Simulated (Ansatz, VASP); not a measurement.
Two plane-wave programs on Hf

File INCAR:

```
SYSTEM = Hf
  PREC = Accurate
  ENCUT = 520
  EDIFF = 1E-7
  ISMEAR = 0
  SIGMA = 0.15
  LREAL = .False.
  LASPH = .True.
  NELM = 100
  ALGO = Fast
  ISIF = 2
  LWAVE = .False.
  LCHARG = .False.
  GGA = PS
  NBANDS = 11
```

The input KPOINTS:

```
Automatic mesh
0
Gamma
  20 20 20
  0 0 0
```

Contents of POSCAR:

```
Hf
1.0
    0.0000000000      2.4116897647      1.8811180165
    2.4116897647      0.0000000000      1.8811180165
    2.4116897647      2.4116897647      0.0000000000
Hf
1
Direct
    0.0000000000      0.0000000000      0.0000000000
```

Input for Ansatz:

```yaml
crystal:
  lattice:
    - [0.0, 2.4116897647, 1.8811180165]
    - [2.4116897647, 0.0, 1.8811180165]
    - [2.4116897647, 2.4116897647, 0.0]
  atoms:
    - { symbol: Hf, position: [0.0, 0.0, 0.0] }
basis:
  ecutwfc: 420
kpoints:
  mp_grid: { grid: [20, 20, 20] }
hamiltonian:
  xc: pbesol
scf:
  occupations: { method: gaussian, width: 0.15 }
output:
  forces: true
  stress: true
  eigenvalues: true
```

Alike in both runs: task single point; functional PBEsol; k mesh 20 × 20 × 20; occupations gaussian, width 0.15 eV; no spin polarisation.

|  | VASP | Ansatz |
| --- | --- | --- |
| version | VASP 6.6.1 | Ansatz 0.2.0 |
| potentials or method | VASP PAW PBE potentials, release 64 (Hf_pv) | scalar-relativistic, plane waves, PAW |
| plane-wave cutoff (eV) | 520 | 420 |
| valence electrons in the cell | 10 | 26 |

Ansatz gave:

- gap on the k mesh at the Fermi level (eV): none
- pressure (GPa): -2.4
- largest component of the traceless stress (GPa): 2.20

Question: Estimate VASP's values.

Answer: gap on the k mesh at the Fermi level (eV): none; pressure (GPa): -2.7; largest component of the traceless stress (GPa): 2.31.

A gap of «none» marks a metal or a gap that the smearing closes. The two sets of potentials don't hold the same shells in valence.

Caveats: the PAW data sets were made with another functional, which shifts forces and pressure a little (VASP). Spin-orbit coupling is left out, which matters for the levels of Hf.
